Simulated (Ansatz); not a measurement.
Structure: Sb2Se3 (tetradymite), at its r2SCAN+rVV10 minimum. The symmetry is R-3m (No. 166, trigonal); a = 4.026 Å, c = 28.991 Å in the conventional setting, 27.14 Å³ an atom. Around Sb lie 6 Se at 2.79–2.99 Å; around Se lie 3 Sb at 2.79 Å; around Se lie 6 Sb at 2.99 Å.

```yaml
crystal:
  lattice:
    - [2.01318, 1.16231, 9.66382]
    - [-2.01318, 1.16231, 9.66382]
    - [0.00000, -2.32463, 9.66382]
  atoms:
    - { symbol: Sb, position: [0.39801, 0.39801, 0.39801] }
    - { symbol: Sb, position: [0.60199, 0.60199, 0.60199] }
    - { symbol: Se, position: [0.21528, 0.21528, 0.21528] }
    - { symbol: Se, position: [0.78472, 0.78472, 0.78472] }
    - { symbol: Se, position: [0.00000, 0.00000, 0.00000] }
```

5 runs of Ansatz on this cell differ in the functional (and in the settings that go with it). Levels are in eV from each run's valence top; v1 is the last filled band, c1 the first empty one.

Run A, mean stress +2.1 GPa (compression positive):
```tsv
point	v4	v3	v2	v1	c1	c2
Γ	-2.16	-1.63	-1.63	0.00	0.00	0.98
T	-1.74	-1.74	-1.21	-0.74	0.43	1.18
H₂	-3.20	-2.32	-1.22	-0.85	1.29	1.94
```

Run B, mean stress -2.1 GPa (compression positive):
```tsv
point	v4	v3	v2	v1	c1	c2
Γ	-2.02	-1.47	-1.47	0.00	0.08	1.04
T	-1.58	-1.58	-1.20	-0.67	0.48	1.25
H₂	-3.09	-2.20	-1.12	-0.75	1.33	1.98
```

Run C, mean stress +1.0 GPa (compression positive):
```tsv
point	v4	v3	v2	v1	c1	c2
Γ	-2.31	-1.86	-1.86	0.00	0.17	0.98
T	-1.97	-1.97	-1.16	-0.78	0.55	1.18
H₂	-3.44	-2.55	-1.35	-0.95	1.41	2.05
```

Run D, mean stress -0.1 GPa (compression positive):
```tsv
point	v4	v3	v2	v1	c1	c2
Γ	-2.64	-2.10	-2.10	0.00	0.78	1.79
T	-2.22	-2.22	-1.27	-0.93	1.23	2.02
H₂	-3.87	-2.87	-1.59	-1.13	2.17	2.92
```

Run E, mean stress -0.1 GPa (compression positive):
```tsv
point	v4	v3	v2	v1	c1	c2
Γ	-2.50	-2.00	-2.00	0.00	0.30	1.26
T	-2.12	-2.12	-1.21	-0.86	0.71	1.47
H₂	-3.70	-2.72	-1.47	-1.04	1.64	2.34
```

Question: Match the runs to LDA, PBE, r2SCAN, HSE06, PBE0.

Answer: A is PBE, B is LDA, C is r2SCAN, D is PBE0, E is HSE06. In order of the gap: PBE 0, LDA 0.08, r2SCAN 0.17, HSE06 0.30, PBE0 0.78 eV.

Spin-unpolarised throughout. Whether this structure exists isn't addressed.

No spin-orbit coupling is included; it can move band edges with weight on the heavy atoms by tenths of an eV.

The program warns that its thresholds are loose for a hybrid's stress.

Gaps or overlaps of about a tenth of an eV are at the limit of these meshes: between the points read a gap can be smaller or closed.
